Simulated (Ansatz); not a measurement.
## TiSi2 under changes of volume

One of the cells (14.162 Å³/atom); the others are scaled copies at fixed shape and fractional positions:

```
Ti Si
1.0
    -1.47287    1.71213    4.21208
     1.47287   -1.71213    4.21208
     1.47287    1.71213   -4.21208
Ti Si
1 2
Direct
  0.00000 0.00000 0.00000
  0.67008 0.67008 0.00000
  0.32992 0.32992 0.00000
```

The cell comes from a database or a generator and needn't be the stable form of this composition.

```yaml
Program: Ansatz 0.2.0
Functional: PBEsol
Potentials_or_basis: all-electron LAPW, scalar-relativistic
Cutoff: 202 eV (chosen from the basis error)
Basis_error_allowed: 0.002 eV/atom
k_mesh: 12 × 12 × 12
Occupations: fermi-dirac, width 0.05 eV
Spin: no spin polarisation
```

| volume (Å³/atom) | energy over the lowest point (meV/atom) | pressure (GPa) | largest force (eV/Å) |
| --- | --- | --- | --- |
| 13.313 | 8.35 | 5.8 | 0.024 |
| 13.596 | ? | ? | ? |
| 13.879 | 0.00 | -0.8 | 0.053 |
| 14.162 | 4.02 | -3.6 | 0.067 |
| 14.446 | 12.70 | -6.2 | 0.081 |
| 14.729 | 25.66 | -8.4 | 0.094 |
| 15.012 | 42.43 | -10.4 | 0.107 |

Question: What does the run at 13.596 Å³/atom give?

Answer: Energy over the lowest point 1.25 meV/atom; pressure 2.3 GPa; largest force 0.039 eV/Å.

Worked out: A Birch-Murnaghan fit of order 3 (a polynomial in V^(-2/3)) to the other rows has its minimum at 13.80 Å³/atom with B0 = V·E''(V) = 149 GPa and B' = 4.1 at fixed shape and positions, which overstates the stiffness. It gives 1.27 meV/atom at 13.596 Å³/atom, against the run's 1.25, and -dE/dV = 2.3 GPa, against 2.3.

Energies are extrapolated to zero smearing.
